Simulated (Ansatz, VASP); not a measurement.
## Two plane-wave programs on Pd

```xyz
1
Lattice="2.4702 0.0000 0.0000 -1.2351 2.1393 0.0000 0.0000 0.0000 2.3894" Properties=species:S:1:pos:R:3 pbc="T T T"
Pd    0.0000    0.0000    0.0000
```

Change from the starting cell: volume scaled by 0.76, PAW files.

Alike in both runs: task single point; functional PBE; k mesh 16 × 16 × 15; occupations fermi-dirac, width 0.08 eV; no spin polarisation.

|  | VASP | Ansatz |
| --- | --- | --- |
| version | VASP 6.6.1 | Ansatz 0.2.0 |
| potentials or method | VASP PAW PBE potentials, release 64 (Pd) | PAW with Ansatz's default frozen-core files, scalar-relativistic |
| plane-wave cutoff (eV) | 520 | 420 |
| valence electrons in the cell | 10 | 18 |

Ansatz gave:

* pressure (GPa): 81.3
* largest component of the traceless stress (GPa): 0.02

Task: Estimate VASP's values.

Result: Pressure (GPa): 80.3; largest component of the traceless stress (GPa): 0.26.

With one functional, cell and mesh, what is left measures potentials, basis and numerics. The two sets of potentials don't hold the same shells in valence.

Caveats: the cell as given lies far from equilibrium; so large a pressure means that the cell lies far from this level's equilibrium, or that cutoff or potentials fall short (VASP).
